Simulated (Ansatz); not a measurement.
**PbI2 (P-3m1): how far a G0W0 gap depends on its settings**

Aim: test how the G0W0 gap of PbI2 in the CdI2-type structure moves with the number of bands, the screening cutoff and the other choices.

The runs shown are made with Ansatz 0.2.0. G0W0, plane waves. (Simulation; spin polarisation is off.)

## Step 1: The structure to begin with

The cell was relaxed beforehand with r2SCAN+rVV10.

It is trigonal, P-3m1 (No. 164); a = 4.564 Å, c = 7.048 Å in the conventional setting, 42.38 Å³ an atom. Around Pb lie 6 I at 3.24 Å; around I lie 3 Pb at 3.24 Å.

Structure file:

Space group P-3m1 (No. 164). a = 4.564 Å, b = 4.564 Å, c = 7.048 Å, α = 90.00°, β = 90.00°, γ = 120.00°
| atom | site | symmetry | x | y | z |
| --- | --- | --- | --- | --- | --- |
| Pb | 1a | -3m. | 0.0000 | 0.0000 | 0.0000 |
| I | 2d | 3m. | 0.3333 | 0.6667 | 0.2667 |

## Step 2: 206 empty bands, 80 eV

Contents of input.yaml:

```yaml
crystal:
  lattice:
    - [4.5640817433, 0.0, 0.0]
    - [-2.2820408717, 3.9526107346, 0.0]
    - [0.0, 0.0, 7.0475120655]
  atoms:
    - { symbol: Pb, position: [0.0, 0.0, 0.0] }
    - { symbol: I, position: [0.3333333333, 0.6666666667, 0.2667068] }
    - { symbol: I, position: [0.6666666667, 0.3333333333, 0.7332932] }
kpoints:
  mp_grid: { grid: [6, 6, 2] }
hamiltonian:
  xc: pbe
scf:
  occupations: { method: fixed }
gw:
  n_empty_bands: 206
  ecut_chi: 80
  qp_bands: [v2, c2]
  qp_kpoints: band_edges
  screening: { model: contour_deformation }
```

Run with:

```bash
$ ansatz run input.yaml --threads 2 --pin off --max-ram 3686MiB --backend cpu --events-out ev --progress --plain --runs-dir out
```

## Step 3: 478 empty bands, 140 eV

input.yaml, as its differences from that of step 2:

```diff
@@ -16,4 +16,4 @@
 gw:
-  n_empty_bands: 206
-  ecut_chi: 80
+  n_empty_bands: 478
+  ecut_chi: 140
   qp_bands: [v2, c2]
```

## Step 4: 878 empty bands, 210 eV

input.yaml, as its differences from that of step 3:

```diff
@@ -16,4 +16,4 @@
 gw:
-  n_empty_bands: 478
-  ecut_chi: 140
+  n_empty_bands: 878
+  ecut_chi: 210
   qp_bands: [v2, c2]
```

## Step 5: Starting from HSE06

input.yaml, as its differences from that of step 4:

```diff
@@ -12,3 +12,3 @@
 hamiltonian:
-  xc: pbe
+  xc: hse06
 scf:
@@ -16,4 +16,4 @@
 gw:
-  n_empty_bands: 878
-  ecut_chi: 210
+  n_empty_bands: 478
+  ecut_chi: 140
   qp_bands: [v2, c2]
```

Before running it: what results should come out? Wanted: for each run, start; potentials; frequencies; empty bands; cutoff; Kohn-Sham gap; G0W0 gap.

As calculated:

| start | potentials | frequencies | empty bands | cutoff (eV) | mesh | Kohn-Sham gap (eV) | G0W0 gap (eV) |
| --- | --- | --- | --- | --- | --- | --- | --- |
| PBE | PAW | full | 206 | 80 | 6×6×2 | 2.23 | 3.08 |
| PBE | PAW | full | 478 | 140 | 6×6×2 | 2.23 | 3.17 |
| PBE | PAW | full | 878 | 210 | 6×6×2 | 2.23 | 3.24 |

Gaps are those on each run's own mesh. Runs that failed or were set aside have no row.

What this shows: With bands and cutoff raised together, from 206 bands at 80 eV to 878 at 210 eV, the gap moves by +0.16 eV, and on the last rung by +0.07 eV; extrapolated in 1/N from the last two rungs, the limit on this k mesh would lie near 3.3 eV. Spin-orbit coupling is left out.
